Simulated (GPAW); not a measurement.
A run of GPAW 26.7.0 is set up as follows.

Contents of run.py:

```python
import numpy as np
from ase.dft.bandgap import bandgap
from ase.io import write
from ase.spacegroup import crystal
from ase.units import GPa
from gpaw import GPAW, PW
from gpaw.spinorbit import soc_eigenstates

# Sn 2a
# O 4f
atoms = crystal(['Sn', 'O'],
                basis=[[0.5, 0.5, 0.5],
                       [0.8071, 0.1929, 0.5]],
                spacegroup=136, setting=1,  # P4_2/mnm
                cellpar=[4.738, 4.738, 3.1865, 90.0, 90.0, 90.0],
                primitive_cell=True)

calc = GPAW(mode=PW(800),
            xc='MGGA_X_RSCAN+MGGA_C_RSCAN',
            kpts={'size': (4, 4, 5), 'gamma': True},
            occupations={'name': 'fermi-dirac', 'width': 0.05},
            nbands=43,
            convergence={'density': 1e-05, 'energy': 1e-05},
            maxiter=150,
            txt='gpaw.txt')
atoms.calc = calc
energy = atoms.get_potential_energy()
forces = atoms.get_forces()
stress = atoms.get_stress()
calc.write('gs.gpw')
write('result.traj', atoms)
print(f'Energy: {energy:.6f} eV')
print('Forces (eV/A):')
print(forces.round(4))
print('Stress (GPa):', (stress / GPa).round(3))
print('Fermi level:', round(calc.get_fermi_level(), 4), 'eV')
print(f'Gap: {bandgap(calc)[0]:.4f} eV, direct: {bandgap(calc, direct=True)[0]:.4f} eV')

path = atoms.cell.bandpath('GXMGZRAZ,XR,MA', npoints=100, eps=1e-4)
bs_calc = calc.fixed_density(kpts=path, symmetry='off', nbands=62,
                             convergence={'bands': 'CBM+6.0', 'eigenstates': 1e-6}, txt='bands.txt')
bs = bs_calc.band_structure()
bs.write('bs.json')
print(f'Gap on the path: {bandgap(bs_calc)[0]:.4f} eV')

soc = soc_eigenstates(bs_calc, theta=90, phi=0, ignore_xc_potential=True)
np.savetxt('soc_bands.dat', soc.eigenvalues(), fmt='%.4f')
mesh = soc_eigenstates('gs.gpw', theta=90, phi=0, ignore_xc_potential=True)
np.savetxt('soc_mesh.dat', mesh.eigenvalues(), fmt='%.4f')
print('Fermi level with spin-orbit coupling:', round(mesh.fermi_level, 4), 'eV')
```

Potentials or basis: GPAW PAW data sets (gpaw-data 1.2.1), pw.

The run is started by

```sh
$ OMP_NUM_THREADS=1 python run.py
```

Problem. Estimate the pressure.

Solution. 1.1 GPa.

Problem. Estimate the largest force.

Solution. 0.196 eV/Å.

Stress tensor (GPa, compression positive):
```
0.88 0.00 0.00
0.00 0.88 0.00
0.00 0.00 1.53
```

Caveat: the k mesh is coarse; spin-orbit coupling was added after a scalar SCF, so levels and gaps hold it while energy, forces, pressure and moments don't; this program's spin-orbit splittings come out too wide for heavy elements; the PAW data sets were made with another functional, which shifts forces and pressure a little.
